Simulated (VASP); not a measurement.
# PbTe: molecular dynamics with a monitored distance, by stops when the distance exceeds

PbTe, Fm-3m (no. 225), 8 atoms in the cell. PBE, molecular dynamics; PAW potentials Pb, Te (PBE set).

| Stops when the distance exceeds (Å) | Largest distance met (Å) | Steps run | Mean temperature (K) | Time (s) |
|---|---|---|---|---|
| 3.425 | 3.249 | 80 | 596 | 128 |
| 5.17 | 3.249 | 80 | 596 | 131 |

Limits: 320 fs of 8 atoms are too short for converged averages; the distance is that to the nearest periodic copy, which so small a cell caps.

## Input of the first row

INCAR:
```
ALGO     = Normal         # electronic algorithm
ANDERSEN_PROB= 0.05         
EDIFF    = 1E-5           # SCF threshold, eV
ENCUT    = 200            # plane-wave cutoff, eV
GGA      = PE             # functional
IBRION   = 0              # ionic algorithm
ISIF     = 2              # what is computed and relaxed
ISMEAR   = 0              # smearing method
ISYM     = 0            
KPAR     = 2            
LASPH    = True           # aspherical terms in the spheres
LCHARG   = False          # write CHGCAR
LREAL    = Auto         
LWAVE    = False          # write WAVECAR
MDALGO   = 1            
NELM     = 60             # most SCF steps
NELMIN   = 4            
NSW      = 80             # ionic steps
POTIM    = 4.0            # step
PREC     = Normal         # precision mode
RANDOM_SEED= 549302 0 0   
SIGMA    = 0.05           # smearing width, eV
TEBEG    = 600          
TEEND    = 600          
VALUE_MAX= 3.425        
VALUE_MIN= 1.615         
```

KPOINTS:
```
k-points
0
Monkhorst-Pack
  2 2 2
```

ICONST:
```
R 1 8 7
```

POSCAR:
```
TePb
1.0
    6.4620000000      0.0000000000      0.0000000000
    0.0000000000      6.4620000000      0.0000000000
    0.0000000000      0.0000000000      6.4620000000
Pb Te
4 4
Direct
    0.0000000000      0.0000000000      0.0000000000
    0.0000000000      0.5000000000      0.5000000000
    0.5000000000      0.0000000000      0.5000000000
    0.5000000000      0.5000000000      0.0000000000
    0.5000000000      0.0000000000      0.0000000000
    0.5000000000      0.5000000000      0.5000000000
    0.0000000000      0.0000000000      0.5000000000
    0.0000000000      0.5000000000      0.0000000000
```

Commands:
```
cat potpaw_PBE.64/Pb/POTCAR potpaw_PBE.64/Te/POTCAR > POTCAR
mpirun -np 2 vasp_std > vasp.out
```

Changes of the last row against the first:
```
- VALUE_MAX = 3.425
+ VALUE_MAX = 5.17
```

VASP 6.6.1 took 128 s on 2 cores (Intel Xeon 6975P-C (Granite Rapids)), a shared host.
